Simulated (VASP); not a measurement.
VASP, PAW. Band gap of CaF₂ (fluorite) (no spin-orbit coupling). mBJ is a potential without an energy functional, so only the levels count.

| level | band gap (eV) |
|---|---|
| r2SCAN (own cell) | 7.97 |
| LDA (own cell) | 7.31 |

Question: Estimate the band gap from PBEsol (own cell), mBJ (TB09) (PBE cell), PBE-D4 (own cell) and from experiment.

Answer: 
```
Property                                                                                                            Value
---------------------  --------------------------------------------------------------------------------------------------
PBEsol (own cell)                                                                                                 7.20 eV
mBJ (TB09) (PBE cell)                                                                                            10.12 eV
PBE-D4 (own cell)                                                                                                 7.19 eV
measured               11.80 eV (as given by E. Cadelano et al., The European Physical Journal B (2011), arXiv:1107.5962)
```

Only levels that ran to the end are used. Left out are those held back, those with too coarse a band path, GW runs whose mesh misses a band edge, hybrids' fits of cells that aren't cubic and levels without matching references; a question may draw on a part of the rest.

The compound is CaF2 in the fluorite structure.
